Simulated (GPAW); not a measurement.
Runs of GPAW 26.7.0 on MnS. It takes space group Fm-3m (No. 225, cubic). The conventional cell has a = 5.209 Å, b = 5.209 Å, c = 5.209 Å, α = 90.00°, β = 90.00°, γ = 90.00°. Mn (site symmetry m-3m) has 6 S at 2.60 Å as nearest neighbours. Around S (site symmetry m-3m) lie 6 Mn at 2.60 Å. 

```csv
task,level,potentials or basis,cell,optimizer,fmax,max steps,convergence,band path,gap on the mesh (eV),pressure (GPa),moment (μB),relaxed volume (Å³/atom)
relaxation of cell and atoms,LDA,"the program's PAW data sets (release 1.2.1) made for this functional, pw",relaxed,BFGS,0.02 eV/Å,100,density=1e-05 forces=0.0001,-,none,0.0,3.60,13.90
relaxation of cell and atoms,PBE+D4,"GPAW PAW data sets (gpaw-data 1.2.1), pw",relaxed,BFGS,0.01 eV/Å,40,density=1e-05 forces=0.0001,-,none,0.0,(b),15.17
band structure,PBE,"GPAW PAW data sets (gpaw-data 1.2.1), pw",as given,-,-,-,-,"GXWKGLUWLK,UX",-,-3.0,4.69,-
band structure,PBEsol,"PAW data sets generated in the run's folder for this functional, pw",as given,-,-,-,-,"GXWKGLUWLK,UX",-,-7.2,(a),-
relaxation of cell and atoms,PBEsol+D4,"PAW data sets generated in the run's folder for this functional, pw",relaxed,BFGS,0.01 eV/Å,40,density=1e-05 forces=0.0001,-,none,0.0,3.93,14.56
```

Alike in all rows: spin collinear, ferromagnetic start; k mesh 9 × 9 × 9; cutoff (eV) 600; smearing fermi-dirac 0.05 eV.

Q: Fill in the values left out.

A: (a) 4.66; (b) 4.06.

Caveats: a cell with one magnetic atom can't hold antiferromagnetic order, which such compounds often take; semilocal functionals often make such compounds metallic where correlation or magnetic order opens a gap, which also shifts bond lengths; each step starts from the last one's moments, so a moment once lost doesn't come back (some runs); later steps reuse the first step's grids (some runs); the volume moved by over 15 % at a fixed basis, so the end points are rough (some runs); pairwise dispersion overbinds metals, which lowers pressure and volume (some runs); the volume moved by -21 % from the deposited cell, more than functionals usually miss (some runs).

A gap of «none» marks a metal or a gap under the smearing width.
